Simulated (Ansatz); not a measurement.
# SnO$_{2}$: the gap under pressure

SnO$_{2}$, P4_2/mnm, a = 4.759 Å, c = 3.201 Å. Ansatz: r2SCAN, PAW, 500 eV, Γ-centred 6×6×8 mesh on 6 atoms, Gaussian smearing 0.02 eV; no spin polarisation. Cell and atoms are relaxed at each pressure, and no other structure is tried, so the rows at high pressure may lie past a change of phase. The gap is sought over the whole zone. The pressures are the targets, met within 0.03 GPa.

| P (GPa) | gap y (eV) |
| --- | --- |
| -1.0 | ? |
| 0.0 | 1.769 |
| 1.0 | 1.821 |
| 4.0 | 1.976 |
| 12.0 | 2.362 |
| 25.0 | 2.920 |
| 50.0 | 3.825 |
| 90.0 | 4.980 |

Problem. Fit y = E0 + αP + βP² to the other rows and predict the missing gap.

Solution. Least squares on the rows shown. y = 1.7812 + 0.048578 P − 0.00014546 P². So α = 48.6 meV/GPa at zero pressure. With a term in P³ added, the coefficient of P becomes 0.05234, 8 % more, which shows how far this figure hangs on the form. At P = -1.0 the fit asked for gives 1.732 eV. The run gave 1.715 eV, so the fit is 0.017 eV too high, within twice the rms miss on the fitted rows (0.014 eV).

The mesh isn't the same in all rows (6×6×8, 6×6×10). Semilocal functionals give gaps under the measured ones; changes of the gap mostly carry over better.